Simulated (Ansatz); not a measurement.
## Pt under changes of volume

One of the cells (15.815 Å³/atom); the others are scaled copies at fixed shape and fractional positions:

```
Pt
1.0
     2.76067    0.00000    0.00000
    -1.38033    2.39081    0.00000
     0.00000    0.00000    4.79213
Pt
2
Direct
  0.33333 0.66667 0.25000
  0.66667 0.33333 0.75000
```

This isn't the form of Pt at room conditions, which is fcc.

| Property | Result |
| --- | --- |
| Program | Ansatz 0.2.0 |
| Functional | r2SCAN |
| Potentials or basis | Ansatz PAW |
| Cutoff | 500 eV (not typed: the program's choice for these potentials) |
| k mesh | 11 × 11 × 6 |
| Occupations | fermi-dirac, width 0.05 eV |
| Spin | no spin polarisation |

```csv
volume (Å³/atom),energy over the lowest point (meV/atom),pressure (GPa)
14.866,17.23,10.8
15.182,2.67,4.3
15.498,0.00,-1.3
15.815,7.76,-6.2
16.131,24.65,-10.6
16.447,49.54,-14.3
16.763,?,?
```

Task: What does the run at 16.763 Å³/atom give?

Result: Energy over the lowest point 81.40 meV/atom; pressure -17.6 GPa.

Worked out: A Birch-Murnaghan fit of order 3 (a polynomial in V^(-2/3)) to the other rows has its minimum at 15.42 Å³/atom with B0 = V·E''(V) = 266 GPa and B' = 5.4 at fixed shape and positions, which overstates the stiffness. It gives 81.43 meV/atom at 16.763 Å³/atom, against the run's 81.40, and -dE/dV = -17.8 GPa, against -17.6.

Energies are extrapolated to zero smearing.

Caveats: the PAW data sets come from PBE, with cores solved anew for the run's functional, which leaves a small shift of forces and pressure.
